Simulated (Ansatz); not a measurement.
# N: a line through a two-coordinate scan

Aim: follow the energy of N (P6_3/mmc, No. 194; 8 atoms in the cell) along one coordinate, slide along a1 − a2 (4.626 Å), with the other held at opening across the cut = −0.3 Å.

Program: Ansatz 0.2.0. Level of theory: DFT PBEsol, scalar-relativistic, plane waves, PAW. These are calculated values, not measurements.

16 further runs of the same task are left out: 16 set aside as unsound or not needed.

## 1. The starting structure

The structure is hexagonal, space group P6_3/mmc (No. 194). The conventional cell has a = 4.626 Å, b = 4.626 Å, c = 7.011 Å, α = 90.00°, β = 90.00°, γ = 120.00°. N (site symmetry 3m) is surrounded by 1 N at 1.10 Å.

Coordinates:

```
CELL_PARAMETERS angstrom
4.62582 0.00000 0.00000
-2.31291 4.00607 0.00000
0.00000 0.00000 7.01125
ATOMIC_POSITIONS crystal
N 0.33333 0.66667 0.32844
N 0.33333 0.66667 0.17156
N 0.66667 0.33333 0.82844
N 0.66667 0.33333 0.67156
```

It goes back to an entry of the Materials Project, which need not be the stable form.

It is the result of an earlier relaxation at this level (volume 32.48 Å³/atom; gap on the mesh: 7.36 eV).

## 2. What is varied

Rigid slide and opening across a plane, one cut a cell; the plane is (0 0 1) of the conventional cell.

The axes are (1) slide along a1 − a2 (4.626 Å): 12 values from 0.000 to 0.917, periodic; (2) opening across the cut: 7 values from −0.3 to 3.2 Å.

Nothing else is relaxed (rigid halves). Energies count from the perfect crystal. Points are written as (first, second).

## 3. Grid point (0.000, −0.3 Å)

Contents of input.yaml:

```yaml
crystal:
  lattice:
    - [-4.6258169325, 0.0, 0.0]
    - [-2.3129084662, -4.0060749768, 0.0]
    - [0.0, 0.0, 13.7224973438]
  atoms:
    - { symbol: "N", position: [0.3333333333, 0.3333333333, 0.9342055043] }
    - { symbol: "N", position: [0.3333333333, 0.3333333333, 0.4232745494] }
    - { symbol: "N", position: [0.3333333333, 0.3333333333, 0.854052838] }
    - { symbol: "N", position: [0.3333333333, 0.3333333333, 0.343121883] }
    - { symbol: "N", position: [0.6666666667, 0.6666666667, 0.1678090719] }
    - { symbol: "N", position: [0.6666666667, 0.6666666667, 0.6787400268] }
    - { symbol: "N", position: [0.6666666667, 0.6666666667, 0.0876564056] }
    - { symbol: "N", position: [0.6666666667, 0.6666666667, 0.5985873605] }
basis:
  ecutwfc: 520.0
kpoints:
  mp_grid: { grid: [6, 6, 2] }
hamiltonian:
  xc: pbesol
scf:
  occupations: { method: gaussian, width: 0.05 }
output:
  forces: true
  stress: true
  eigenvalues: true
```

The run is started by

```
$ ansatz run input.yaml --threads 2 --pin off --max-ram 4096MiB --backend cpu --events-out ev --progress --plain --runs-dir out
```

The session goes on with these runs: the other points of the line.

What does the calculation give? Wanted: for each run, slide along a1 − a2; energy; slope; pressure; largest force on an atom.

As calculated:

```
slide along a1 − a2 (4.626 Å)  step  energy (mJ/m²)  slope (mJ/m² per unit fraction)  pressure (GPa)  band gap on the k-mesh (eV)  largest force on an atom (eV/Å)
                        0.000     3             1.6                                0            0.04                         7.29                             0.01
                        0.083     4             6.1                              113            0.06                         7.29                             0.04
                        0.167     5            22.2                              288            0.10                         7.26                             0.12
                        0.250     6            55.8                              520            0.19                         7.21                             0.28
                        0.333     7           106.6                              667            0.32                         7.09                             0.49
                        0.417     –           158.0                              502            0.43                         6.99                             0.69
                        0.500     –           180.5                                0            0.48                         7.00                             0.78
                        0.583     –           158.0                             −502            0.43                         6.99                             0.69
                        0.667     –           106.6                             −667            0.32                         7.09                             0.49
                        0.750     –            55.8                             −520            0.19                         7.21                             0.28
                        0.833     –            22.2                             −288            0.10                         7.26                             0.12
                        0.917     –             6.1                             −113            0.06                         7.29                             0.04
```

Energies count from the perfect crystal. Rows without a step come from runs not printed here or follow by symmetry. Slopes come from the forces (and the stress, where the cell changes), not from differences of energies.

In words: The lowest point of the line is at 0.000, 1.6 mJ/m² from the zero. The highest point computed, at 0.500, lies 178.9 mJ/m² above the lowest. This is one cut through a surface in two coordinates; the map's lowest point lies off it. With the other coordinates free, the energies away from the reference would be the same or lower.

The gaps are Kohn-Sham values of a semilocal functional, not quasiparticle or optical gaps. Such gaps usually fall short of the measured ones.
